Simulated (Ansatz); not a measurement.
Crystal: Nb.

```
CELL_PARAMETERS angstrom
0.00000 2.11500 2.11500
2.11500 0.00000 2.11500
2.11500 2.11500 0.00000
ATOMIC_POSITIONS crystal
Nb 0.00000 0.00000 0.00000
```

This isn't the form of Nb at room conditions, which is bcc.

```yaml
Program: Ansatz 0.2.0
Task: single point
Functional: PBE
Potentials_or_basis: Ansatz PAW
Cutoff: "420 eV (not typed: the program's choice for these potentials)"
k_mesh: 11 × 11 × 11
Occupations: fermi-dirac, width 0.05 eV
Spin: no spin polarisation
```

On this cell: pressure -1.8 GPa; band gap on the k mesh none (metal or under the smearing width).

The same run follows on a disturbed copy (cell strained at random at fixed volume):

```
CELL_PARAMETERS angstrom
-0.04103 2.19338 2.10885
2.04640 0.04981 2.01800
2.12625 2.18239 -0.03004
ATOMIC_POSITIONS crystal
Nb 0.03008 0.99603 0.99978
```

What does the disturbed cell give?

The energy (extrapolated to zero smearing) moves by -19.4 meV/atom; pressure -2.2 GPa; band gap on the k mesh none (metal or under the smearing width).

Stress tensor (GPa, compression positive):
```
-2.84  0.45 -1.86
 0.45  2.47  1.01
-1.86  1.01 -6.24
```

The energy falls, though the first cell shows no forces: that form is unstable against this distortion, unless noise or another electronic state is at work.
